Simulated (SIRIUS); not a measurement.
# Ta (Im-3m) in SIRIUS: notebook

The runs below take Ta through equation of state, with PBEsol.

Program: SIRIUS 7.12.0. These are calculated values, not measurements. Logs are shortened: lines on timing, memory, paths and dates and some standing lists are left out, and cuts for length are marked. The log counts tension as positive stress, the text compression.

**What was measured.**

From “Refinement of the equation of state of tantalum”, 2004, arxiv:cond-mat/0403080, for a bulk crystal of Ta: bulk modulus 194 GPa.

The runs below are set against these values where they give the same quantity.

## Step 1: The structure

Symmetry: Im-3m, No. 229, cubic system. The conventional cell has a = 3.303 Å, b = 3.303 Å, c = 3.303 Å, α = 90.00°, β = 90.00°, γ = 90.00°. Ta (site symmetry m-3m) has 8 Ta at 2.86 Å as nearest neighbours.

## Step 2: Equation of state, PBEsol, 16.93 Å³/atom (volume scaled by 0.94)

sirius.json

```json
{
  "control": {
    "processing_unit": "cpu",
    "std_evp_solver_name": "lapack",
    "gen_evp_solver_name": "lapack",
    "verbosity": 2,
    "print_forces": false,
    "ortho_rf": true,
    "use_second_variation": true,
    "rmt_max": 3.0,
    "num_bands_to_print": 22,
    "save_wf": true
  },
  "parameters": {
    "electronic_structure_method": "full_potential_lapwlo",
    "xc_functionals": ["XC_GGA_X_PBE_SOL", "XC_GGA_C_PBE_SOL"],
    "core_relativity": "dirac",
    "valence_relativity": "iora",
    "num_fv_states": 22,
    "smearing": "fermi_dirac",
    "smearing_width": 0.0018374661,
    "pw_cutoff": 20,
    "gk_cutoff": 3.54,
    "lmax_apw": 11,
    "lmax_rho": 8,
    "lmax_pot": 8,
    "num_mag_dims": 0,
    "auto_rmt": 0,
    "ngridk": [11, 11, 11],
    "shiftk": [0, 0, 0],
    "num_dft_iter": 80,
    "energy_tol": 1e-07,
    "density_tol": 1e-05,
    "use_symmetry": true
  },
  "settings": {"tol_ne": 1e-10},
  "iterative_solver": {"type": "exact"},
  "mixer": {"type": "anderson", "beta": 0.5, "max_history": 8},
  "unit_cell": {
    "lattice_vectors": [
      [-3.0567660819, 3.0567660819, 3.0567660819],
      [3.0567660819, -3.0567660819, 3.0567660819],
      [3.0567660819, 3.0567660819, -3.0567660819]
    ],
    "atom_types": ["Ta"],
    "atom_files": {"Ta": "Ta.json"},
    "atoms": {"Ta": [[0.0, 0.0, 0.0]]}
  }
}
```

Ta.json

```json
{
  "name": "tantalum",
  "symbol": "Ta",
  "number": 73,
  "mass": 180.94788,
  "rmin": 1e-06,
  "rmt": 2.6,
  "nrmt": 800,
  "rinf": 15.8,
  "core": "1s2s2p3s3p3d4s4p4d",
  "valence": [
    {"basis": [{"enu": 0.23, "dme": 0, "n": 0, "auto": 0}, {"enu": 0.23, "dme": 1, "n": 0, "auto": 0}]},
    {"l": 0, "n": 1, "basis": [{"enu": 0.33, "dme": 0, "n": 0, "auto": 0}]},
    {"l": 1, "n": 2, "basis": [{"enu": 0.33, "dme": 0, "n": 0, "auto": 0}]},
    {"l": 2, "n": 3, "basis": [{"enu": 0.33, "dme": 0, "n": 0, "auto": 0}]},
    {"l": 3, "n": 4, "basis": [{"enu": 0.33, "dme": 0, "n": 0, "auto": 0}]},
    {"l": 4, "n": 5, "basis": [{"enu": 0.33, "dme": 0, "n": 0, "auto": 0}]}
  ],
  "lo": [
    {"l": 0, "basis": [{"enu": 0.33, "dme": 0, "n": 0, "auto": 0}, {"enu": 0.33, "dme": 1, "n": 0, "auto": 0}]},
    {
      "l": 0,
      "basis": [{"enu": -2.2072, "dme": 0, "n": 5, "auto": 1}, {"enu": -2.2072, "dme": 1, "n": 5, "auto": 1}]
    },
    {
      "l": 0,
      "basis": [{"enu": -2.2072, "dme": 1, "n": 5, "auto": 1}, {"enu": 0.33, "dme": 0, "n": 0, "auto": 0}]
    },
    {"l": 0, "basis": [{"enu": 0.33, "dme": 0, "n": 0, "auto": 0}, {"enu": 2.6969, "dme": 0, "n": 0, "auto": 0}]},
    {"l": 1, "basis": [{"enu": 0.33, "dme": 0, "n": 0, "auto": 0}, {"enu": 0.33, "dme": 1, "n": 0, "auto": 0}]},
    {
      "l": 1,
      "basis": [{"enu": -0.9803, "dme": 0, "n": 5, "auto": 1}, {"enu": -0.9803, "dme": 1, "n": 5, "auto": 1}]
    },
    {
      "l": 1,
      "basis": [{"enu": -0.9803, "dme": 1, "n": 5, "auto": 1}, {"enu": 0.33, "dme": 0, "n": 0, "auto": 0}]
    },
    {"l": 1, "basis": [{"enu": 0.33, "dme": 0, "n": 0, "auto": 0}, {"enu": 3.0519, "dme": 0, "n": 0, "auto": 0}]},
    {"l": 2, "basis": [{"enu": 0.33, "dme": 0, "n": 0, "auto": 0}, {"enu": 0.33, "dme": 1, "n": 0, "auto": 0}]},
    {"l": 2, "basis": [{"enu": 0.33, "dme": 1, "n": 0, "auto": 0}, {"enu": 0.33, "dme": 2, "n": 0, "auto": 0}]},
    {"l": 2, "basis": [{"enu": 0.33, "dme": 0, "n": 0, "auto": 0}, {"enu": 2.6377, "dme": 0, "n": 0, "auto": 0}]},
    {"l": 3, "basis": [{"enu": 0.33, "dme": 0, "n": 0, "auto": 0}, {"enu": 0.33, "dme": 1, "n": 0, "auto": 0}]},
    {
      "l": 3,
      "basis": [{"enu": -0.4547, "dme": 0, "n": 4, "auto": 1}, {"enu": -0.4547, "dme": 1, "n": 4, "auto": 1}]
    },
    {
      "l": 3,
      "basis": [{"enu": -0.4547, "dme": 1, "n": 4, "auto": 1}, {"enu": 0.33, "dme": 0, "n": 0, "auto": 0}]
    },
    {"l": 3, "basis": [{"enu": 0.33, "dme": 0, "n": 0, "auto": 0}, {"enu": 3.762, "dme": 0, "n": 0, "auto": 0}]},
    {"l": 4, "basis": [{"enu": 0.33, "dme": 0, "n": 0, "auto": 0}, {"enu": 0.33, "dme": 1, "n": 0, "auto": 0}]},
    {"l": 4, "basis": [{"enu": 0.33, "dme": 0, "n": 0, "auto": 0}, {"enu": 3.1702, "dme": 0, "n": 0, "auto": 0}]}
  ],
  "free_atom": [... radial grid and density of the free atom, the start of the SCF ...]
}
```

sirius_start.json

```json
{
  "control": {
    "processing_unit": "cpu",
    "std_evp_solver_name": "lapack",
    "gen_evp_solver_name": "lapack",
    "verbosity": 1,
    "print_forces": false,
    "ortho_rf": true,
    "use_second_variation": true,
    "rmt_max": 3.0,
    "num_bands_to_print": 22,
    "save_wf": false
  },
  "parameters": {
    "electronic_structure_method": "full_potential_lapwlo",
    "xc_functionals": ["XC_LDA_X", "XC_LDA_C_PW"],
    "core_relativity": "dirac",
    "valence_relativity": "iora",
    "num_fv_states": 22,
    "smearing": "fermi_dirac",
    "smearing_width": 0.0055123983,
    "pw_cutoff": 20,
    "gk_cutoff": 2.83,
    "lmax_apw": 11,
    "lmax_rho": 8,
    "lmax_pot": 8,
    "num_mag_dims": 0,
    "auto_rmt": 0,
    "ngridk": [4, 4, 4],
    "shiftk": [0, 0, 0],
    "num_dft_iter": 30,
    "energy_tol": 0.01,
    "density_tol": 0.05,
    "use_symmetry": true
  },
  "settings": {"tol_ne": 1e-10},
  "iterative_solver": {"type": "exact"},
  "mixer": {"type": "anderson", "beta": 0.5, "max_history": 8},
  "unit_cell": {
    "lattice_vectors": [
      [-3.0567660819, 3.0567660819, 3.0567660819],
      [3.0567660819, -3.0567660819, 3.0567660819],
      [3.0567660819, 3.0567660819, -3.0567660819]
    ],
    "atom_types": ["Ta"],
    "atom_files": {"Ta": "Ta.json"},
    "atoms": {"Ta": [[0.0, 0.0, 0.0]]}
  }
}
```

Potentials or basis: all-electron FP-LAPW, apw+lo standard.

Command:

```
OMP_NUM_THREADS=1 sirius.scf --input=sirius_start.json --output=start.json
OMP_NUM_THREADS=1 sirius.scf --input=sirius.json --output=output.json --task=1
```

Log:

```text
[info] SIRIUS version : 7.12.0
[info] number of MPI ranks           : 1
[info] MPI grid                      : 1 1
[info] maximum number of OMP threads : 1
[fft] FFT context for density and potential
[fft] =====================================
[fft]   plane wave cutoff                     : 20
[fft]   grid size                             : 36 36 36   total : 46656
[fft]   grid limits                           : -17 18   -17 18   -17 18
[fft]   number of G-vectors within the cutoff : 15587
[fft]   number of G-shells                    : 423
[fft] FFT context for coarse grid
[fft] =====================================
[fft]   plane wave cutoff                     : 7.08
[fft]   grid size                             : 15 15 15   total : 3375
[fft]   grid limits                           : -7 7   -7 7   -7 7
[fft]   number of G-vectors within the cutoff : 675
[fft]   number of G-shells                    : 28
[unit cell] lattice vectors
[unit cell]   a1 :      -3.0567660819      3.0567660819      3.0567660819
[unit cell]   a2 :       3.0567660819     -3.0567660819      3.0567660819
[unit cell]   a3 :       3.0567660819      3.0567660819     -3.0567660819
[unit cell] reciprocal lattice vectors
[unit cell]   b1 :      -0.0000000000      1.0277504295      1.0277504295
[unit cell]   b2 :       1.0277504295     -0.0000000000      1.0277504295
[unit cell]   b3 :       1.0277504295      1.0277504295     -0.0000000000
[unit cell] unit cell volume :       114.24747450 [a.u.^3]
[unit cell] 1/sqrt(omega)    :         0.09355709
[unit cell] MT volume        :        73.62217664 (64.44%)
[unit cell] IT volume        :        40.62529787 (35.56%)
[unit cell] number of atom types : 1
[unit cell] type id : 0 symbol : Ta mt_radius :   2.600000 num_atoms : 1
[unit cell] total number of atoms : 1
[unit cell] number of symmetry classes : 1
[unit cell] atom id  type id  class id             position                      vector_field
[unit cell] ------------------------------------------------------------------------------------------
[unit cell]      0        0        0      0.00000   0.00000   0.00000      0.00000   0.00000   0.00000
[unit cell] atom id         position (Cartesian, a.u.)
[unit cell] ---------------------------------------------
[unit cell]      0       0.000000    0.000000    0.000000
[unit cell] class id : 0 atom id : 0
[... 314 lines left out ...]
[generate_radial_functions] {l: 3, n: 4, enu: -0.252424, dme: 1, auto: 1}
[generate_radial_functions] {l: 3, n: 4, enu: -0.252424, dme: 1, auto: 1}
[diagonalize] Lowest band energies
[diagonalize] ik:    0   -2.027484   -0.770903   -0.770903   -0.770903   -0.254301   -0.254301   -0.254301   -0.251839   -0.251839   -0.251839   -0.249758    0.134123    0.459027    0.459027    0.459027    0.587443    0.587443    0.979403    0.979403    0.979403    1.423779    1.423779
[diagonalize] ik:    1   -2.027044   -0.775520   -0.772304   -0.770936   -0.254228   -0.254139   -0.254124   -0.252006   -0.251900   -0.251888   -0.249991    0.148606    0.449677    0.455899    0.473446    0.573252    0.587492    0.992267    1.004067    1.017542    1.324839    1.369102
[diagonalize] ik:    2   -2.025859   -0.787506   -0.776013   -0.771027   -0.254062   -0.253701   -0.253652   -0.252407   -0.252138   -0.251989   -0.250460    0.187315    0.427149    0.441240    0.515478    0.559589    0.589664    1.012410    1.072204    1.086210    1.234858    1.285926
[diagonalize] ik:    3   -2.024298   -0.802449   -0.780780   -0.771151   -0.253932   -0.253300   -0.253118   -0.252638   -0.252616   -0.252027   -0.250815    0.233590    0.401770    0.426932    0.568502    0.581032    0.597383    0.983855    1.057022    1.172170    1.244023    1.316774
[diagonalize] ik:    4   -2.022854   -0.815525   -0.785075   -0.771270   -0.253921   -0.253619   -0.253225   -0.252577   -0.252095   -0.251966   -0.250960    0.259092    0.381363    0.448319    0.584247    0.610812    0.661127    0.922483    0.970009    1.189265    1.292083    1.330992
[diagonalize] ...
[diagonalize] ik:   51   -2.019089   -0.811685   -0.805114   -0.794372   -0.254174   -0.253505   -0.253351   -0.252974   -0.251775   -0.251596   -0.251295    0.314043    0.324508    0.486899    0.587291    0.673701    0.811440    0.837255    0.912691    1.196365    1.243474    1.288160
[diagonalize] ik:   52   -2.019246   -0.807136   -0.801129   -0.801129   -0.254001   -0.253579   -0.253106   -0.253106   -0.251834   -0.251549   -0.251549    0.313433    0.318982    0.560528    0.560528    0.642582    0.654341    0.981567    0.981567    1.099305    1.290036    1.323599
[diagonalize] ik:   53   -2.018576   -0.809942   -0.803962   -0.801831   -0.254353   -0.253488   -0.253276   -0.253179   -0.251577   -0.251353   -0.251308    0.298637    0.305655    0.579945    0.580284    0.695351    0.732533    0.872023    0.900992    1.144803    1.279043    1.300331
[diagonalize] ik:   54   -2.018254   -0.808172   -0.808172   -0.802307   -0.254520   -0.253372   -0.253372   -0.253267   -0.251365   -0.251365   -0.251188    0.293566    0.293566    0.579080    0.665815    0.665815    0.818197    0.818197    0.825360    1.129415    1.298206    1.298206
[diagonalize] ik:   55   -2.017943   -0.807677   -0.806849   -0.806849   -0.254673   -0.253408   -0.253336   -0.253336   -0.251236   -0.251196   -0.251196    0.282877    0.284955    0.662603    0.662603    0.695081    0.748410    0.819130    0.819130    1.076324    1.314352    1.323561
[generate_core_charge_density] atom class : 0
[generate_core_charge_density]   n,l,k : 1 0 1  energy :       -2470.95563804
[generate_core_charge_density]   n,l,k : 2 0 1  energy :        -423.73564914
[generate_core_charge_density]   n,l,k : 2 1 1  energy :        -404.93504699
[generate_core_charge_density]   n,l,k : 2 1 2  energy :        -358.27631221
[generate_core_charge_density]   n,l,k : 3 0 1  energy :         -96.55765240
[generate_core_charge_density]   n,l,k : 3 1 1  energy :         -88.20624478
[generate_core_charge_density]   n,l,k : 3 1 2  energy :         -78.16208780
[generate_core_charge_density]   n,l,k : 3 2 2  energy :         -64.06446969
[generate_core_charge_density]   n,l,k : 3 2 3  energy :         -61.87614731
[generate_core_charge_density]   n,l,k : 4 0 1  energy :         -19.15501753
[generate_core_charge_density]   n,l,k : 4 1 1  energy :         -15.71413981
[generate_core_charge_density]   n,l,k : 4 1 2  energy :         -13.39787416
[generate_core_charge_density]   n,l,k : 4 2 2  energy :          -7.74550045
[generate_core_charge_density]   n,l,k : 4 2 3  energy :          -7.31995502
[find] Total energy                   :  -15621.47773504 (Ha),  -31242.95547009 (Ry)
[find] iteration : 1, RMS (target) : 1.5848e-01 (1.0000e-05) , energy difference (target) : -8.9102e-06 (1.0000e-07)
[find] Total energy                   :  -15621.47770629 (Ha),  -31242.95541258 (Ry)
[... 15 lines left out ...]
[find] valence_eval_sum               :     -10.21460789
[find] core_eval_sum                  :   -9539.53358346
[find] kinetic energy                 :   17535.27960031
[find] enuc                           :  -19507.36044385
[find] <rho|V^{XC}>                   :    -412.19172850
[find] <rho|E^{XC}>                   :    -312.97901090
[find] <mag|B^{XC}>                   :       0.00000000
[find] <rho|V^{H}>                    :  -26672.83606316
[find] smearing (-TS)                 :      -0.00023183
[find] SCF correction                 :       0.00016244
[find] Total energy                   :  -15621.47772357 (Ha),  -31242.95544715 (Ry)
[find] Free energy (E-TS)             :  -15621.47795540 (Ha),  -31242.95591081 (Ry)
[find] band gap (eV)                  :       0.00000000
[find] Efermi                         :       0.44648666
[find] iteration : 5, RMS (target) : 4.1200e-06 (1.0000e-05) , energy difference (target) : 6.0551e-08 (1.0000e-07)
[find] converged after 6 SCF iterations!
[find] Charges and magnetic moments
[find] --------------------------------------------------------------------------------
[find] atom      charge    core leakage
[find] --------------------------------------------------------------------------------
[find]    0   71.378271    8.416472e-07
[find] total core leakage    : 8.41647245e-07
[find] interstitial charge   : 1.621725
[find] total charge          : 72.999996
[find] Energy
[find] --------------------------------------------------------------------------------
[find] valence_eval_sum               :     -10.21460789
[find] core_eval_sum                  :   -9539.53358346
[find] kinetic energy                 :   17535.27960031
[find] enuc                           :  -19507.36044385
[find] <rho|V^{XC}>                   :    -412.19172850
[find] <rho|E^{XC}>                   :    -312.97901090
[find] <mag|B^{XC}>                   :       0.00000000
[find] <rho|V^{H}>                    :  -26672.83606316
[find] smearing (-TS)                 :      -0.00023183
[find] SCF correction                 :       0.00016244
[find] Total energy                   :  -15621.47772357 (Ha),  -31242.95544715 (Ry)
[find] Free energy (E-TS)             :  -15621.47795540 (Ha),  -31242.95591081 (Ry)
[find] band gap (eV)                  :       0.00000000
[find] Efermi                         :       0.44648666
```

It took 31 s on 1 thread of Arm Neoverse V2, shared host; peak memory 0.33 GiB.

What came out:

```
Free energy                                       : -425082.0704 eV
Band gap on the k mesh                            : none (metal or under the smearing width)
All electrons inside the program's atomic spheres : Ta 71.38 (radii Ta 2.6 bohr)
```

## Step 3: Equation of state, PBEsol, 17.29 Å³/atom (volume scaled by 0.96)

sirius.json, as its differences from that of step 2:

```diff
@@ -40,5 +40,5 @@
     "lattice_vectors": [
-      [-3.0567660819, 3.0567660819, 3.0567660819],
-      [3.0567660819, -3.0567660819, 3.0567660819],
-      [3.0567660819, 3.0567660819, -3.0567660819]
+      [-3.0782933128, 3.0782933128, 3.0782933128],
+      [3.0782933128, -3.0782933128, 3.0782933128],
+      [3.0782933128, 3.0782933128, -3.0782933128]
     ],
```

Ta.json

```json
{
  "name": "tantalum",
  "symbol": "Ta",
  "number": 73,
  "mass": 180.94788,
  "rmin": 1e-06,
  "rmt": 2.6,
  "nrmt": 800,
  "rinf": 15.8,
  "core": "1s2s2p3s3p3d4s4p4d",
  "valence": [
    {"basis": [{"enu": 0.22, "dme": 0, "n": 0, "auto": 0}, {"enu": 0.22, "dme": 1, "n": 0, "auto": 0}]},
    {"l": 0, "n": 1, "basis": [{"enu": 0.32, "dme": 0, "n": 0, "auto": 0}]},
    {"l": 1, "n": 2, "basis": [{"enu": 0.32, "dme": 0, "n": 0, "auto": 0}]},
    {"l": 2, "n": 3, "basis": [{"enu": 0.32, "dme": 0, "n": 0, "auto": 0}]},
    {"l": 3, "n": 4, "basis": [{"enu": 0.32, "dme": 0, "n": 0, "auto": 0}]},
    {"l": 4, "n": 5, "basis": [{"enu": 0.32, "dme": 0, "n": 0, "auto": 0}]}
  ],
  "lo": [
    {"l": 0, "basis": [{"enu": 0.32, "dme": 0, "n": 0, "auto": 0}, {"enu": 0.32, "dme": 1, "n": 0, "auto": 0}]},
    {
      "l": 0,
      "basis": [{"enu": -2.2172, "dme": 0, "n": 5, "auto": 1}, {"enu": -2.2172, "dme": 1, "n": 5, "auto": 1}]
    },
    {
      "l": 0,
      "basis": [{"enu": -2.2172, "dme": 1, "n": 5, "auto": 1}, {"enu": 0.32, "dme": 0, "n": 0, "auto": 0}]
    },
    {"l": 0, "basis": [{"enu": 0.32, "dme": 0, "n": 0, "auto": 0}, {"enu": 2.6869, "dme": 0, "n": 0, "auto": 0}]},
    {"l": 1, "basis": [{"enu": 0.32, "dme": 0, "n": 0, "auto": 0}, {"enu": 0.32, "dme": 1, "n": 0, "auto": 0}]},
    {
      "l": 1,
      "basis": [{"enu": -0.9903, "dme": 0, "n": 5, "auto": 1}, {"enu": -0.9903, "dme": 1, "n": 5, "auto": 1}]
    },
    {
      "l": 1,
      "basis": [{"enu": -0.9903, "dme": 1, "n": 5, "auto": 1}, {"enu": 0.32, "dme": 0, "n": 0, "auto": 0}]
    },
    {"l": 1, "basis": [{"enu": 0.32, "dme": 0, "n": 0, "auto": 0}, {"enu": 3.0419, "dme": 0, "n": 0, "auto": 0}]},
    {"l": 2, "basis": [{"enu": 0.32, "dme": 0, "n": 0, "auto": 0}, {"enu": 0.32, "dme": 1, "n": 0, "auto": 0}]},
    {"l": 2, "basis": [{"enu": 0.32, "dme": 1, "n": 0, "auto": 0}, {"enu": 0.32, "dme": 2, "n": 0, "auto": 0}]},
    {"l": 2, "basis": [{"enu": 0.32, "dme": 0, "n": 0, "auto": 0}, {"enu": 2.6277, "dme": 0, "n": 0, "auto": 0}]},
    {"l": 3, "basis": [{"enu": 0.32, "dme": 0, "n": 0, "auto": 0}, {"enu": 0.32, "dme": 1, "n": 0, "auto": 0}]},
    {
      "l": 3,
      "basis": [{"enu": -0.4647, "dme": 0, "n": 4, "auto": 1}, {"enu": -0.4647, "dme": 1, "n": 4, "auto": 1}]
    },
    {
      "l": 3,
      "basis": [{"enu": -0.4647, "dme": 1, "n": 4, "auto": 1}, {"enu": 0.32, "dme": 0, "n": 0, "auto": 0}]
    },
    {"l": 3, "basis": [{"enu": 0.32, "dme": 0, "n": 0, "auto": 0}, {"enu": 3.752, "dme": 0, "n": 0, "auto": 0}]},
    {"l": 4, "basis": [{"enu": 0.32, "dme": 0, "n": 0, "auto": 0}, {"enu": 0.32, "dme": 1, "n": 0, "auto": 0}]},
    {"l": 4, "basis": [{"enu": 0.32, "dme": 0, "n": 0, "auto": 0}, {"enu": 3.1602, "dme": 0, "n": 0, "auto": 0}]}
  ],
  "free_atom": [... radial grid and density of the free atom, the start of the SCF ...]
}
```

sirius_start.json, as its differences from that of step 2:

```diff
@@ -40,5 +40,5 @@
     "lattice_vectors": [
-      [-3.0567660819, 3.0567660819, 3.0567660819],
-      [3.0567660819, -3.0567660819, 3.0567660819],
-      [3.0567660819, 3.0567660819, -3.0567660819]
+      [-3.0782933128, 3.0782933128, 3.0782933128],
+      [3.0782933128, -3.0782933128, 3.0782933128],
+      [3.0782933128, 3.0782933128, -3.0782933128]
     ],
```

Potentials or basis: all-electron FP-LAPW, apw+lo standard.

Command:

```
OMP_NUM_THREADS=1 sirius.scf --input=sirius_start.json --output=start.json
OMP_NUM_THREADS=1 sirius.scf --input=sirius.json --output=output.json --task=1
```

Wall time 34 s (1 thread of Arm Neoverse V2, shared host); peak memory 0.34 GiB.

Results (log left out):

```
Free energy                                       : -425082.0851 eV
Band gap on the k mesh                            : none (metal or under the smearing width)
All electrons inside the program's atomic spheres : Ta 71.32 (radii Ta 2.6 bohr)
```

(Part 1 of 3 ends here.)
